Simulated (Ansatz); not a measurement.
The system is TaN.

```
Ta N
1.0
     5.19600    0.00000    0.00000
    -2.59800    4.49987    0.00000
     0.00000    0.00000    2.91100
Ta N
3 3
Direct
  0.00000 0.00000 0.00000
  0.66667 0.33333 0.50000
  0.33333 0.66667 0.50000
  0.00000 0.39285 0.00000
  0.60715 0.60715 0.00000
  0.39285 0.00000 0.00000
```

```yaml
Program: Ansatz 0.2.0
Task: relaxation of cell and atoms
Functional: PBEsol
Dispersion: D3(BJ)
Potentials_or_basis: Ansatz PAW
Cutoff: "420 eV (not typed: the program's choice for these potentials)"
k_mesh: 6 × 6 × 9
Occupations: fermi-dirac, width 0.05 eV
Spin: no spin polarisation
```

At the start: volume 11.34 Å³/atom.

Task: Where does the relaxation end?

Result: It ends after 8 steps and the volume is 11.00 Å³/atom (-3.1 %); space group P-62m (No. 189, to 0.05 Å).

The path:
```csv
step,energy change (eV),largest force (eV/Å),volume (Å³)
1,0.0000,0.0162,68.06
2,-0.0614,0.0581,65.13
3,-0.0720,0.0093,66.04
4,-0.0723,0.0269,66.00
5,-0.0723,0.0012,66.01
6,-0.0673,0.0011,66.01
7,-0.0674,0.0000,65.99
8,-0.0673,0.0000,65.99
```

Final structure:
```
CELL_PARAMETERS angstrom
5.14474 0.00000 0.00000
-2.57237 4.45548 0.00000
0.00000 0.00000 2.87866
ATOMIC_POSITIONS crystal
Ta 0.00000 0.00000 0.00000
Ta 0.66667 0.33333 0.50000
Ta 0.33333 0.66667 0.50000
N 0.00000 0.39416 0.00000
N 0.60584 0.60584 0.00000
N 0.39416 0.00000 0.00000
```

Caveat: the plane-wave basis is chosen anew once the cell has moved, so the energies of steps on either side of that aren't comparable; the pressure holds a Pulay correction of +0.5 GPa for the finite cutoff; pairwise dispersion overbinds metals, which lowers pressure and volume; the PAW data sets come from PBE, with cores solved anew for the run's functional, which leaves a small shift of forces and pressure.
